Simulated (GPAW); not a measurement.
# Pb (Fm-3m) in GPAW: single point with PBE

Aim: the single point of Pb with PBE.

Everything below comes from runs of GPAW 26.7.0. Logs are shortened: lines on timing, memory, paths and dates and some standing lists are left out, and cuts for length are marked. The log counts tension as positive stress, the text compression.

## (1) The undisturbed crystal

Symmetry: Fm-3m, No. 225, cubic system. Conventional cell: a = 4.950 Å, b = 4.950 Å, c = 4.950 Å, α = 90.00°, β = 90.00°, γ = 90.00°. Pb (site symmetry m-3m) has 12 Pb at 3.50 Å as nearest neighbours.

## (2) Single point, PBE (volume scaled by 1.04)

Input file run.py:

```python
from ase.dft.bandgap import bandgap
from ase.io import read, write
from ase.units import GPa
from gpaw import GPAW, PW

atoms = read('POSCAR')

calc = GPAW(mode=PW(450),
            xc='PBE',
            kpts={'size': (7, 7, 7), 'gamma': True},
            occupations={'name': 'fermi-dirac', 'width': 0.05},
            nbands=14,
            maxiter=120,
            txt='gpaw.txt')
atoms.calc = calc
energy = atoms.get_potential_energy()
forces = atoms.get_forces()
stress = atoms.get_stress()
calc.write('gs.gpw')
write('result.traj', atoms)
print(f'Energy: {energy:.6f} eV')
print('Forces (eV/A):')
print(forces.round(4))
print('Stress (GPa):', (stress / GPa).round(3))
print('Fermi level:', round(calc.get_fermi_level(), 4), 'eV')
print(f'Gap: {bandgap(calc)[0]:.4f} eV, direct: {bandgap(calc, direct=True)[0]:.4f} eV')
```

Input file POSCAR:

```
Pb
1.0
    0.0000000000      2.5075897876      2.5075897876
    2.5075897876      0.0000000000      2.5075897876
    2.5075897876      2.5075897876      0.0000000000
Pb
1
Direct
    0.0000000000      0.0000000000      0.0000000000
```

Potentials or basis: GPAW PAW data sets (gpaw-data 1.2.1), pw.

The run is started by

```console
OMP_NUM_THREADS=1 python run.py
```

gpaw.txt:

```text
__  _  _
 | _ |_)|_||  |
 |__||  | ||/\| - 26.7.0

Input parameters:
  mode=PW(ecut=450.00000000000006),
  kpts=MonkhorstPack(size=(7, 7, 7), gamma=True),
  maxiter=120,
  nbands=14,
  occupations=Occupations(name='fermi-dirac', width=0.05),
  xc=XC(name='PBE')

Diagonalizing LCAO Hamiltonian
Converting LCAO to pw mode

       Pb

Atoms  # Å, Bohr magnetons
|   | symbol |        x |        y |        z |    initial magnetic moments |
|---|--------|----------|----------|----------|-----------------------------|
| 0 |     Pb | 0.000000 | 0.000000 | 0.000000 | ( 0.0000,  0.0000,  0.0000) |

Unit cell  # Å
| periodic |        x |        y |        z |  lengths |    angles |
|----------|----------|----------|----------|----------|-----------|
|      yes | 0.000000 | 2.507590 | 2.507590 | 3.546267 | 60.000000 |
|      yes | 2.507590 | 0.000000 | 2.507590 | 3.546267 | 60.000000 |
|      yes | 2.507590 | 2.507590 | 0.000000 | 3.546267 | 60.000000 |

Number of symmetries: 48
[... 51 lines left out ...]

BZ-sampling:
  Number of BZ points: 343
  Number of IBZ points: 20

  Monkhorst-Pack size: [7, 7, 7]
  Monkhorst-Pack shift: [0, 0, 0]

K-points  # in reciprocal-cell coordinates
|     |                                coordinates |     weight |
|-----|--------------------------------------------|------------|
|   0 | (  0.00000000,   0.00000000,   0.00000000) | 0.00291545 |
|   1 | (  0.14285714,   0.14285714,   0.00000000) | 0.01749271 |
|   2 | (  0.14285714,   0.14285714,   0.14285714) | 0.02332362 |
|   3 | (  0.28571429,   0.14285714,   0.14285714) | 0.03498542 |
|   4 | (  0.28571429,   0.28571429,   0.00000000) | 0.01749271 |
|   5 | (  0.28571429,   0.28571429,   0.14285714) | 0.06997085 |
|   6 | (  0.28571429,   0.28571429,   0.28571429) | 0.02332362 |
|   7 | (  0.42857143,  -0.28571429,  -0.28571429) | 0.03498542 |
|   8 | (  0.42857143,   0.28571429,  -0.42857143) | 0.13994169 |
|   9 | (  0.42857143,   0.28571429,  -0.28571429) | 0.06997085 |
| ... |                                            |            |
|  19 | (  0.42857143,   0.42857143,   0.42857143) | 0.02332362 |

Plane wave coefficients: 701
Cutoff: 450.00000000000006 eV

Spin-components: 1 (collinear spins)
Bands:           14
Projectors:      6
Spin-degeneracy: 2
Datatype:        complex128

Parallelization:
  kpt:    1
  domain: 1
  band:   1

Density:
  Valence electrons: 14.0
  Components: 1
  Grid points: [18 18 18]
  Charge: 0.0  # |e|

Potential:
  Grid points: [18 18 18]

species:
  Pb:
    name:    Lead
    Z:       82.0
    valence: 14
    core:    68
    charge:  0.0  # [|e|]
    compensation charges:
      type: gauss
      rc: 0.38  # [Å]
      lmax: 2
    cutoffs:
      filter: 2.36  # [Å]
      core: 2.43  # [Å]
    projectors
    | kind |    occ | energy [eV] | rcut [Å] |
    |------|--------|-------------|----------|
    |   6s |  2.000 |     -11.969 |    1.259 |
    |   6p |  2.000 |      -3.506 |    1.275 |
    |   5d | 10.000 |     -21.211 |    1.217 |
    |    s |        |      15.243 |    1.259 |
    |    p |        |      23.705 |    1.275 |
    |    d |        |       6.001 |    1.217 |

    Using partial waves for Pb as LCAO basis

Reference energy: -567274.463364  # eV

eigensolver:
  PPCG
  Converge bands: occupied
  niter=2

density mixing:
  MSR1-Mixer
  Pratt-step length: 0.05
  Maximum mixing coefficient: 0.75
  Old densities: 10
  SVD Regularization: 0.005
  Good broyden scale: 1.0
  Trust region scale: 1.0
  Backstep threshold: 4.0
  History deletion threshold: 6.0
  Fourier metric: weight=20.0, sigma=0.015

occupation numbers:
  Fermi-Dirac:
    width: 0.0500  # eV

poisson solver:
  ecut: 3600.0000000000005  # eV

xc functional:
  name: PBE with 2 nearest neighbor stencil

convergence criteria:
- Maximum [total energy] change in last 3 cyles: 0.0005 eV / valence electron
- Maximum integral of absolute [dens]ity change: 0.0001 electrons / valence electron
- Maximum integral of absolute [eigenst]ate change: 4e-08 eV^2 / valence electron
maximum number of iterations: 120

SCF iterations
|iter     | |      energy | eigst |  dens |
|---------|-|-------------|-------|-------|
|iter:   1| |   -3.818671 | -0.42 |       |
|iter:   2| |   -3.818169 | -2.37 | -1.80 |
|iter:   3| |   -3.805960 | -2.59 | -1.84 |
|iter:   4| |   -3.805914 | -3.77 | -2.35 |
|iter:   5| |   -3.805984c| -4.55 | -2.78 |
|iter:   6| |   -3.805986c| -6.36 | -3.93 |
|iter:   7| |   -3.805986c| -6.89 | -4.36c|
|iter:   8| |   -3.805986c| -8.06c| -5.09c|

Converged in 8 steps
Energy contributions relative to reference atoms: (reference = -567274.463364)

Energy contributions:
  Kinetic:           8.484297
  Coulomb:          -8.720792
  Zero:              0.041478
  External:          0.000000
  Xc:               -3.609277
  Entropy:          -0.003385
  Spinorbit:         0.000000
  ----------------------------
  Free energy:      -3.807679
  Extrapolated:     -3.805986

dipole moment: (-21.195184, -21.195184, -21.195184)  # |e|*Ang

Fermi level: 7.090
Eigenvalues  # (at kpt = [0.000, 0.000, 0.000])
| band index |      eig [eV] | occ [0-2] |
|------------|---------------|-----------|
|          0 |        -9.852 |     2.000 |
|          1 |        -9.852 |     2.000 |
|          2 |        -9.852 |     2.000 |
|          3 |        -9.728 |     2.000 |
|          4 |        -9.728 |     2.000 |
|          5 |        -4.257 |     2.000 |
|          6 |        14.259 |     0.000 |
|          7 |        14.259 |     0.000 |
|          8 |        14.259 |     0.000 |
|          9 |        16.974 |     0.000 |
|         10 |        18.106 |     0.000 |
|         11 |        19.370 |     0.000 |
|         12 |        19.370 |     0.000 |
|         13 |        19.370 |     0.000 |

No gap
No difference between direct/indirect transitions

Forces  # eV/Ang
|       x |        y |       z |
|---------|----------|---------|
| 0.00000 | -0.00000 | 0.00000 |  # Pb   0

Stress tensor  # eV/Ang^3
|        x |        y |        z |
|----------|----------|----------|
| 0.001211 | 0.000000 | 0.000000 |
| 0.000000 | 0.001211 | 0.000000 |
| 0.000000 | 0.000000 | 0.001211 |

# Writing to gs.gpw (mode='')
```

It took 3.3 s on 1 thread of Intel Xeon 6975P-C (Granite Rapids), shared host; peak memory 0.13 GiB.

Results:

```
Free energy            : -3.8077 eV
Pressure               : -0.2 GPa
Band gap on the k mesh : none (metal or under the smearing width)
```

Levels at points of the mesh, in eV from the Fermi level:
```
           k point  band 5  band 6  band 7  band 8  band 9  band 10
(0.00, 0.00, 0.00)  -16.82  -11.35    7.17    7.17    7.17     9.88
```

Caveat: the cutoff is short for stress and forces, so pressures can be off by a GPa or more. The run has no spin-orbit coupling, so splittings on Pb are missing.
